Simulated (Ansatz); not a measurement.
**Ga under changes of volume**

One of the cells (19.595 Å³/atom); the others are scaled copies at fixed shape and fractional positions:

```
Ga
1.0
     2.26150   -3.83050    0.00000
     2.26150    3.83050    0.00000
     0.00000    0.00000    4.52400
Ga
4
Direct
  0.34510 0.65490 0.41900
  0.15490 0.84510 0.91900
  0.65490 0.34510 0.58100
  0.84510 0.15490 0.08100
```

| Property | Result |
| --- | --- |
| Program | Ansatz 0.2.0 |
| Functional | PBE |
| Potentials or basis | Ansatz PAW |
| Cutoff | 420 eV (not typed: the program's choice for these potentials) |
| k mesh | 7 × 7 × 6 |
| Occupations | fermi-dirac, width 0.05 eV |
| Spin | no spin polarisation |

| volume (Å³/atom) | energy over the lowest point (meV/atom) | pressure (GPa) | largest force (eV/Å) |
| --- | --- | --- | --- |
| 18.419 | 31.79 | 6.1 | 0.111 |
| 18.811 | 18.92 | 4.5 | 0.109 |
| 19.203 | 9.69 | 3.1 | 0.107 |
| 19.595 | 3.72 | 1.9 | 0.105 |
| 19.987 | 0.61 | 0.8 | 0.103 |
| 20.379 | 0.00 | -0.2 | 0.101 |
| 20.771 | ? | ? | ? |

**Question.** What does the run at 20.771 Å³/atom give?

**Answer.** Energy over the lowest point 1.53 meV/atom; pressure -1.0 GPa; largest force 0.101 eV/Å.

Worked out: A Birch-Murnaghan fit of order 3 (a polynomial in V^(-2/3)) to the other rows has its minimum at 20.28 Å³/atom with B0 = V·E''(V) = 48 GPa and B' = 5.5 at fixed shape and positions, which overstates the stiffness. It gives 1.63 meV/atom at 20.771 Å³/atom, against the run's 1.53, and -dE/dV = -1.1 GPa, against -1.0.

Energies are extrapolated to zero smearing.
